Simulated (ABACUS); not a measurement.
Ni:

```
CELL_PARAMETERS angstrom
-1.38372 1.38372 1.38372
1.38372 -1.38372 1.38372
1.38372 1.38372 -1.38372
ATOMIC_POSITIONS crystal
Ni 0.00000 0.00000 0.00000
```

This isn't the form of Ni at room conditions, which is fcc.

- Program: ABACUS 3.10.1
- Task: single point
- Functional: PBE
- Potentials or basis: PseudoDojo NC SR 0.4.1 PBE standard
- Cutoff: 1361 eV
- Density cutoff: 5442 eV
- Basis: DZP LCAO (the cutoffs set its grid)
- k mesh: 13 × 13 × 13
- Occupations: fermi-dirac, width 0.05 eV
- Spin: collinear spin, ferromagnetic start
- Starting moments: [1.0] μB

On this cell: pressure 8.5 GPa; net moment 0.60 μB per cell; site moments Ni +0.60 μB; band gap on the k mesh none (metal or under the smearing width).

The same run follows on a disturbed copy (cell strained at random at fixed volume):

```
Ni
1.0
    -1.38853    1.36313    1.43177
     1.33108   -1.36244    1.37363
     1.41530    1.38921   -1.43108
Ni
1
Direct
  0.97925 0.97687 0.98052
```

Problem. What does the disturbed cell give?

Solution. The energy (extrapolated to zero smearing) moves by +10.8 meV/atom; pressure 9.0 GPa; net moment 0.60 μB per cell; site moments Ni +0.60 μB; band gap on the k mesh none (metal or under the smearing width).

Stress tensor (GPa, compression positive):
```
 7.99 -3.17  7.24
-3.17  8.75 -0.45
 7.24 -0.45 10.18
```

Caveats: the atomic orbitals were generated for these runs and aren't a published set; the basis of atomic orbitals isn't converged, which shifts pressures, moduli and gaps.
